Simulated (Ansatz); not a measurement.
# Si: a trial structure relaxed

Where does Si go from the start given, K type (Cmmm, No. 65)?

The COD entry's cell or inner coordinates are ideal or old and differ from later refinements, so a difference from it is no clean test against experiment.

Program: Ansatz 0.2.0. Level of theory: DFT PBE, scalar-relativistic, plane waves, PAW. These are calculated values, not measurements.

## Step 1: The starting structure

It takes space group Cmmm (No. 65, orthorhombic). The conventional cell has a = 5.178 Å, b = 7.729 Å, c = 5.854 Å, α = 90.00°, β = 90.00°, γ = 90.00°. Si (site symmetry 2) has 6 Si at 2.59 to 2.93 Å as nearest neighbours. Si (site symmetry mmm) has 8 Si at 2.75 Å as nearest neighbours.

Structure file:

```
Si
1.0
     2.58924   -3.86461    0.00000
     2.58924    3.86461    0.00000
     0.00000    0.00000    5.85359
Si
5
Direct
  0.50000 0.00000 0.25000
  0.00000 0.50000 0.75000
  0.00000 0.50000 0.25000
  0.50000 0.00000 0.75000
  0.00000 0.00000 0.00000
```

(A quick probe on a coarse mesh, which set the mesh and smearing, is not shown.)

## Step 3: Rough relaxation on the coarse mesh

input.yaml

```yaml
crystal:
  lattice:
    - [2.5892356926, -3.8646144193, 0.0]
    - [2.5892356926, 3.8646144193, 0.0]
    - [0.0, 0.0, 5.8535895811]
  atoms:
    - { symbol: Si, position: [0.5, 0.0, 0.25] }
    - { symbol: Si, position: [0.0, 0.5, 0.75] }
    - { symbol: Si, position: [0.0, 0.5, 0.25] }
    - { symbol: Si, position: [0.5, 0.0, 0.75] }
    - { symbol: Si, position: [0.0, 0.0, 0.0] }
basis:
  ecutwfc: 420
kpoints:
  mp_grid: { grid: [4, 4, 4] }
hamiltonian:
  xc: pbe
scf:
  occupations: { method: gaussian, width: 0.1 }
  lower_state_search: "off"
output:
  forces: true
  stress: true
  eigenvalues: true
relax:
  adjacent_minimum: "off"
  f_tol: 0.04
  max_steps: 70
  cell: { stress_tol: 0.4 }
```

Further runs follow: full relaxation; reference for the rattle test; rattled and relaxed without symmetry; a first look at the start (the lower structure); relaxing cell and atoms (the lower structure).

Q: Predict the outcome of this session. Wanted: for each run, candidate; start; space group at the end; atoms; volume; energy above the lowest.

**Answer**, as computed:

```
candidate                  start  space group at the end  atoms  volume (Å³/atom)  energy above the lowest (meV/atom)  gap on the mesh (eV)
       A'     from a rattle test                    Cmmm      5             16.45                                 0.0                  0.00
        A  K type (Cmmm, No. 65)                    Cmmm      5             18.36                               110.7                  0.00
```

In words: The lowest is A', in Cmmm; A follows 111 meV/atom higher. The ranking holds among these candidates alone.
